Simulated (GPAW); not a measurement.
# Co (P6_3/mmc) in GPAW: notebook

The runs below take Co through single point, with PBE.

Program: GPAW 26.7.0. These are calculated values, not measurements. Logs are shortened: lines on timing, memory, paths and dates and some standing lists are left out, and cuts for length are marked. The log counts tension as positive stress, the text compression.

## (1) The crystal as given

The structure is hexagonal, space group P6_3/mmc (No. 194). The conventional cell has a = 2.472 Å, b = 2.472 Å, c = 4.021 Å, α = 90.00°, β = 90.00°, γ = 120.00°. Around Co (site symmetry -6m2) lie 12 Co at 2.47 Å.

## (2) Single point, PBE, collinear spin, ferromagnetic start

run.py reads:

```python
from ase.dft.bandgap import bandgap
from ase.io import read, write
from ase.units import GPa
from gpaw import GPAW, PW

atoms = read('POSCAR')
atoms.set_initial_magnetic_moments([2.0, 2.0])

calc = GPAW(mode=PW(600),
            xc='PBE',
            kpts={'size': (12, 12, 7), 'gamma': True},
            occupations={'name': 'methfessel-paxton', 'order': 0, 'width': 0.014},
            nbands=21,
            convergence={'density': 1e-05, 'energy': 1e-05},
            maxiter=150,
            txt='gpaw.txt')
atoms.calc = calc
energy = atoms.get_potential_energy()
forces = atoms.get_forces()
stress = atoms.get_stress()
calc.write('gs.gpw')
write('result.traj', atoms)
print(f'Energy: {energy:.6f} eV')
print('Forces (eV/A):')
print(forces.round(4))
print('Stress (GPa):', (stress / GPa).round(3))
print('Moments:', calc.get_magnetic_moments().round(3))
print('Fermi level:', round(calc.get_fermi_level(), 4), 'eV')
print(f'Gap: {bandgap(calc)[0]:.4f} eV, direct: {bandgap(calc, direct=True)[0]:.4f} eV')
```

POSCAR reads:

```
Co
1.0
    2.4719999032      0.0000000000      0.0000000000
   -1.2359999516      2.1408147143      0.0000000000
    0.0000000000      0.0000000000      4.0211440800
Co
2
Direct
    0.6666666667      0.3333333333      0.7500000000
    0.3333333333      0.6666666667      0.2500000000
```

Potentials or basis: GPAW PAW data sets (gpaw-data 1.2.1), pw.

The run is started by

```bash
$ OMP_NUM_THREADS=1 python run.py
```

gpaw.txt:

```text
__  _  _
 | _ |_)|_||  |
 |__||  | ||/\| - 26.7.0

Input parameters:
  mode=PW(ecut=600.0),
  convergence={'density': 1e-05, 'energy': 1e-05},
  kpts=MonkhorstPack(size=(12, 12, 7), gamma=True),
  maxiter=150,
  nbands=21,
  occupations=Occupations(name='methfessel-paxton', order=0, width=0.014),
  xc=XC(name='PBE')

Diagonalizing LCAO Hamiltonian
Converting LCAO to pw mode

          Co

        Co

Atoms  # Å, Bohr magnetons
|   | symbol |         x |        y |        z |    initial magnetic moments |
|---|--------|-----------|----------|----------|-----------------------------|
| 0 |     Co |  1.236000 | 0.713605 | 3.015858 | ( 0.0000,  0.0000,  2.0000) |
| 1 |     Co | -0.000000 | 1.427210 | 1.005286 | ( 0.0000,  0.0000,  2.0000) |

Unit cell  # Å
| periodic |         x |        y |        z |  lengths |     angles |
|----------|-----------|----------|----------|----------|------------|
|      yes |  2.472000 | 0.000000 | 0.000000 | 2.472000 |  90.000000 |
|      yes | -1.236000 | 2.140815 | 0.000000 | 2.472000 |  90.000000 |
|      yes |  0.000000 | 0.000000 | 4.021144 | 4.021144 | 120.000000 |

Number of symmetries: 12
Symmetry operations  # r_c * U_cc + t_c -> r_c
|    | kind |            matrix            |
|----|------|------------------------------|
|  0 |  σ   |  1, 1, 0,  0,-1, 0,  0, 0, 1 |
|  1 |  S6  |  1, 1, 0, -1, 0, 0,  0, 0,-1 |
|  2 |  E   |  1, 0, 0,  0, 1, 0,  0, 0, 1 |
|  3 |  C2  |  1, 0, 0, -1,-1, 0,  0, 0,-1 |
|  4 |  C2  |  0, 1, 0,  1, 0, 0,  0, 0,-1 |
|  5 |  C3  |  0, 1, 0, -1,-1, 0,  0, 0, 1 |
|  6 |  S6  |  0,-1, 0,  1, 1, 0,  0, 0,-1 |
|  7 |  σ   |  0,-1, 0, -1, 0, 0,  0, 0, 1 |
|  8 |  σ   | -1, 0, 0,  1, 1, 0,  0, 0, 1 |
|  9 |  i   | -1, 0, 0,  0,-1, 0,  0, 0,-1 |
| 10 |  C3  | -1,-1, 0,  1, 0, 0,  0, 0, 1 |
| 11 |  C2  | -1,-1, 0,  0, 1, 0,  0, 0,-1 |

BZ-sampling:
  Number of BZ points: 1008
  Number of IBZ points: 112

  Monkhorst-Pack size: [12, 12, 7]
  Monkhorst-Pack shift: [0.041666666666666664, 0.041666666666666664, 0.0]

K-points  # in reciprocal-cell coordinates
|     |                                coordinates |     weight |
|-----|--------------------------------------------|------------|
|   0 | ( -0.00000000,  -0.00000000,   0.00000000) | 0.00099206 |
|   1 | ( -0.00000000,  -0.00000000,   0.14285714) | 0.00198413 |
|   2 | ( -0.00000000,  -0.00000000,   0.28571429) | 0.00198413 |
|   3 | ( -0.00000000,  -0.00000000,   0.42857143) | 0.00198413 |
|   4 | (  0.08333333,  -0.00000000,  -0.42857143) | 0.00595238 |
|   5 | (  0.08333333,  -0.00000000,  -0.28571429) | 0.00595238 |
|   6 | (  0.08333333,  -0.00000000,  -0.14285714) | 0.00595238 |
|   7 | (  0.08333333,  -0.00000000,   0.00000000) | 0.00595238 |
|   8 | (  0.08333333,  -0.00000000,   0.14285714) | 0.00595238 |
|   9 | (  0.08333333,  -0.00000000,   0.28571429) | 0.00595238 |
| ... |                                            |            |
| 111 | (  0.50000000,   0.50000000,   0.42857143) | 0.00595238 |

Plane wave coefficients: 744
Cutoff: 600.0 eV

Spin-components: 2 (collinear spins)
Bands:           21
Projectors:      12
Spin-degeneracy: 1
Datatype:        complex128

Parallelization:
  kpt:    1
  domain: 1
  band:   1

Density:
  Valence electrons: 18.0
  Components: 2
  Grid points: [14 14 24]
  Charge: 0.0  # |e|

Potential:
  Grid points: [14 14 24]

species:
  Co:
    name:    Cobalt
    Z:       27.0
    valence: 9
    core:    18
    charge:  0.0  # [|e|]
    compensation charges:
      type: gauss
      rc: 0.32  # [Å]
      lmax: 2
    cutoffs:
      filter: 1.87  # [Å]
      core: 2.55  # [Å]
    projectors
    | kind |    occ | energy [eV] | rcut [Å] |
    |------|--------|-------------|----------|
    |   4s |  2.000 |      -5.469 |    1.005 |
    |   4p |  0.000 |      -1.277 |    1.058 |
    |   3d |  7.000 |      -8.205 |    1.005 |
    |    s |        |      21.742 |    1.005 |
    |    p |        |      25.934 |    1.058 |
    |    d |        |      19.007 |    1.005 |

    Using partial waves for Co as LCAO basis

Reference energy: -75805.419811  # eV

eigensolver:
  PPCG
  Converge bands: occupied
  niter=2

density mixing:
  MSR1-Mixer
  Pratt-step length: 0.05
  Maximum mixing coefficient: 0.75
  Old densities: 10
  SVD Regularization: 0.005
  Good broyden scale: 1.0
  Trust region scale: 1.0
  Backstep threshold: 4.0
  History deletion threshold: 6.0
  Fourier metric: weight=20.0, sigma=0.015

occupation numbers:
  Methfessel-Paxton:
    width: 0.0140  # eV
    order: 0

poisson solver:
  ecut: 4800.0  # eV

xc functional:
  name: PBE with 2 nearest neighbor stencil

convergence criteria:
- Maximum integral of absolute [dens]ity change: 1e-05 electrons / valence electron
- Maximum [total energy] change in last 3 cyles: 1e-05 eV / valence electron
- Maximum integral of absolute [eigenst]ate change: 4e-08 eV^2 / valence electron
maximum number of iterations: 150

SCF iterations
|iter     | |      energy | eigst |  dens |  magmom |
|---------|-|-------------|-------|-------|---------|
|iter:   1| |  -16.457879 | +0.28 |       |  +4.0063|
|iter:   2| |  -16.450094 | -2.14 | -1.19 |  +3.9732|
|iter:   3| |  -16.478296 | -2.74 | -1.23 |  +3.7194|
|iter:   4| |  -16.511025 | -3.65 | -1.47 |  +3.5443|
|iter:   5| |  -16.536816 | -3.42 | -1.67 |  +3.2813|
|iter:   6| |  -16.538339 | -4.60 | -2.29 |  +3.2226|
|iter:   7| |  -16.538583 | -5.00 | -2.70 |  +3.2095|
|iter:   8| |  -16.538589 | -6.63 | -3.25 |  +3.2142|
|iter:   9| |  -16.538591c| -7.38 | -3.62 |  +3.2172|
|iter:  10| |  -16.538592c| -7.97c| -4.51 |  +3.2176|
|iter:  11| |  -16.538592c| -8.45c| -4.94 |  +3.2176|
|iter:  12| |  -16.538592c| -8.87c| -5.40c|  +3.2176|

Converged in 12 steps
Energy contributions relative to reference atoms: (reference = -75805.419811)

Energy contributions:
  Kinetic:          21.418947
  Coulomb:         -17.517898
  Zero:             -0.087946
  External:          0.000000
  Xc:              -20.351607
  Entropy:          -0.000177
  Spinorbit:         0.000000
  ----------------------------
  Free energy:     -16.538680
  Extrapolated:    -16.538592

dipole moment: (-0.000001, -0.000002, -0.000003)  # |e|*Ang

Total magnetic moment: (0.000000, 0.000000, 3.217632)

Local magnetic moments
|        x |        y |        z |
|----------|----------|----------|
| 0.000000 | 0.000000 | 1.681422 |  # Co   0
| 0.000000 | 0.000000 | 1.681422 |  # Co   1

Fermi level: 10.932
Eigenvalues  # (at kpt = [-0.000, -0.000, 0.000])
| band index |      eig [eV] | occ [0-1] |      eig [eV] | occ [0-1] |
|------------|---------------|-----------|---------------|-----------|
|          0 |         1.771 |     1.000 |         1.763 |     1.000 |
|        ... |               |           |               |           |
|          3 |         8.311 |     1.000 |         9.958 |     1.000 |
|          4 |         8.311 |     1.000 |         9.958 |     1.000 |
|          5 |         8.630 |     1.000 |        10.333 |     1.000 |
|          6 |         8.630 |     1.000 |        10.333 |     1.000 |
|          7 |         9.021 |     1.000 |        10.572 |     1.000 |
|          8 |         9.021 |     1.000 |        10.792 |     1.000 |
|          9 |        10.146 |     1.000 |        10.792 |     1.000 |
|         10 |        10.146 |     1.000 |        12.040 |     0.000 |
|         11 |        10.652 |     1.000 |        12.040 |     0.000 |
|         12 |        17.338 |     0.000 |        18.395 |     0.000 |
|         13 |        33.283 |     0.000 |        32.957 |     0.000 |
|         14 |        35.862 |     0.000 |        36.231 |     0.000 |
|         15 |        35.862 |     0.000 |        36.232 |     0.000 |
|         16 |        36.445 |     0.000 |        36.236 |     0.000 |
|         17 |        36.638 |     0.000 |        36.354 |     0.000 |
|         18 |        37.020 |     0.000 |        37.358 |     0.000 |
|        ... |               |           |               |           |
|         20 |        40.779 |     0.000 |        41.774 |     0.000 |

No gap
No difference between direct/indirect transitions

Forces  # eV/Ang
|       x |        y |        z |
|---------|----------|----------|
| 0.00000 |  0.00000 | -0.00002 |  # Co   0
| 0.00000 | -0.00000 |  0.00002 |  # Co   1

Stress tensor  # eV/Ang^3
|         x |         y |         z |
|-----------|-----------|-----------|
| -0.037385 |  0.000000 |  0.000000 |
|  0.000000 | -0.037385 |  0.000000 |
|  0.000000 |  0.000000 | -0.015386 |

# Writing to gs.gpw (mode='')
```

Run time: 24 s. Hardware: 1 thread of AMD EPYC 9R45 (Zen 5), shared host; peak memory 0.2 GiB.

Results:

```
Free energy            : -16.5387 eV
Pressure               : 4.8 GPa
Band gap on the k mesh : none (metal or under the smearing width)
Net moment             : 3.22 μB per cell
Site moments           : Co +1.68 μB
```

## (3) Single point, PBE, collinear spin, ferromagnetic start

run.py, as its differences from that of step 2:

```diff
@@ -1,3 +1,4 @@
+from ase import Atoms
 from ase.dft.bandgap import bandgap
-from ase.io import read, write
+from ase.io import write
 from ase.units import GPa
@@ -5,3 +6,9 @@
 
-atoms = read('POSCAR')
+atoms = Atoms(['Co', 'Co'],
+              cell=[[2.4719999032, 0.0, 0.0],
+                    [-1.2359999516, 2.1408147143, 0.0],
+                    [0.0, 0.0, 4.02114408]],
+              scaled_positions=[[0.6666666667, 0.3333333333, 0.75],
+                                [0.3333333333, 0.6666666667, 0.25]],
+              pbc=True)
 atoms.set_initial_magnetic_moments([2.0, 2.0])
@@ -11,3 +18,3 @@
             kpts={'size': (12, 12, 7), 'gamma': True},
-            occupations={'name': 'methfessel-paxton', 'order': 0, 'width': 0.014},
+            occupations={'name': 'methfessel-paxton', 'order': 0, 'width': 0.015},
             nbands=21,
```

Potentials or basis: GPAW PAW data sets (gpaw-data 1.2.1), pw.

The run is started by

```bash
$ OMP_NUM_THREADS=1 python run.py
```

Run time: 24 s. Hardware: 1 thread of AMD EPYC 9R45 (Zen 5), shared host; peak memory 0.2 GiB.

The run converged. Its results:

* Free energy: -16.5387 eV
* Pressure: 4.8 GPa
* Band gap on the k mesh: none (metal or under the smearing width)
* Net moment: 3.22 μB per cell
* Site moments: Co +1.68 μB

Stress tensor (GPa, compression positive):
```
5.98 0.00 0.00
0.00 5.98 0.00
0.00 0.00 2.47
```

Levels at points of the mesh, in eV from the Fermi level:
Spin up:
```csv
k point,band 7,band 8,band 9,band 10,band 11,band 12,band 13,band 14,band 15,band 16
"(0.00, 0.00, 0.00)",-2.30,-1.91,-1.91,-0.79,-0.79,-0.28,6.41,22.35,24.93,24.93
"(0.50, 0.50, 0.00)",-2.22,-0.63,-0.56,-0.48,1.34,3.39,9.74,10.41,12.81,14.11
```
Spin down:
| k point | band 5 | band 6 | band 7 | band 8 | band 9 | band 10 |
| --- | --- | --- | --- | --- | --- | --- |
| (0.00, 0.00, 0.00) | -0.97 | -0.60 | -0.60 | -0.36 | -0.14 | -0.14 |
| (0.50, 0.50, 0.00) | -1.12 | -1.10 | -0.65 | 1.27 | 1.37 | 1.44 |

## (4) Single point, PBE, collinear spin, ferromagnetic start

run.py, as its differences from that of step 3:

```diff
@@ -3,4 +3,5 @@
 from ase.io import write
-from ase.units import GPa
+from ase.units import Bohr, GPa
 from gpaw import GPAW, PW
+from gpaw.elf import elf_from_dft_calculation
 
@@ -18,3 +19,3 @@
             kpts={'size': (12, 12, 7), 'gamma': True},
-            occupations={'name': 'methfessel-paxton', 'order': 0, 'width': 0.015},
+            occupations={'name': 'methfessel-paxton', 'order': 0, 'width': 0.016},
             nbands=21,
@@ -36 +37,7 @@
 print(f'Gap: {bandgap(calc)[0]:.4f} eV, direct: {bandgap(calc, direct=True)[0]:.4f} eV')
+
+# fields on the real-space grid
+write('density.cube', atoms, data=calc.get_pseudo_density() * Bohr**3)
+write('potential.cube', atoms, data=calc.get_electrostatic_potential())
+write('spin.cube', atoms, data=(calc.get_pseudo_density(spin=0) - calc.get_pseudo_density(spin=1)) * Bohr**3)
+write('elf.cube', atoms, data=elf_from_dft_calculation(calc).data)
```

The run is started by

```bash
$ OMP_NUM_THREADS=1 python run.py
```

Run time: 25 s. Hardware: 1 thread of AMD EPYC 9R45 (Zen 5), shared host; peak memory 0.2 GiB.

The run converged. Its results:

```
Free energy            : -16.5387 eV
Pressure               : 4.8 GPa
Band gap on the k mesh : none (metal or under the smearing width)
Net moment             : 3.22 μB per cell
Site moments           : Co +1.68 μB
```

Stress tensor (GPa, compression positive):
```
5.97 0.00 0.00
0.00 5.97 0.00
0.00 0.00 2.48
```

Levels at points of the mesh, in eV from the Fermi level:
Spin up:
```tsv
k point	band 7	band 8	band 9	band 10	band 11	band 12	band 13	band 14	band 15	band 16
(0.00, 0.00, 0.00)	-2.30	-1.91	-1.91	-0.79	-0.79	-0.28	6.41	22.35	24.93	24.93
(0.50, 0.50, 0.00)	-2.22	-0.63	-0.56	-0.48	1.34	3.39	9.74	10.41	12.81	14.11
```
Spin down:
```csv
k point,band 3,band 4,band 5,band 6,band 7,band 8,band 9,band 10,band 11,band 12
"(0.00, 0.00, 0.00)",-1.04,-0.97,-0.97,-0.60,-0.60,-0.36,-0.14,-0.14,1.11,1.11
"(0.50, 0.50, 0.00)",-3.37,-1.96,-1.12,-1.10,-0.65,1.27,1.37,1.44,2.62,4.40
```

## (5) The runs side by side

```tsv
smearing	gap on the mesh (eV)	pressure (GPa)	moment (μB)
gaussian 0.014 eV	none	4.8	3.22
gaussian 0.015 eV	none	4.8	3.22
gaussian 0.016 eV	none	4.8	3.22
```

Alike in all rows: task single point; level PBE; potentials or basis GPAW PAW data sets (gpaw-data 1.2.1), pw; spin collinear, ferromagnetic start; cell as given; k mesh 12 × 12 × 7; cutoff (eV) 600.

Every run on the cell as given and a fine mesh finds a metal.

Total energies depend on the potentials used, so only differences within one code and one set of settings carry meaning.
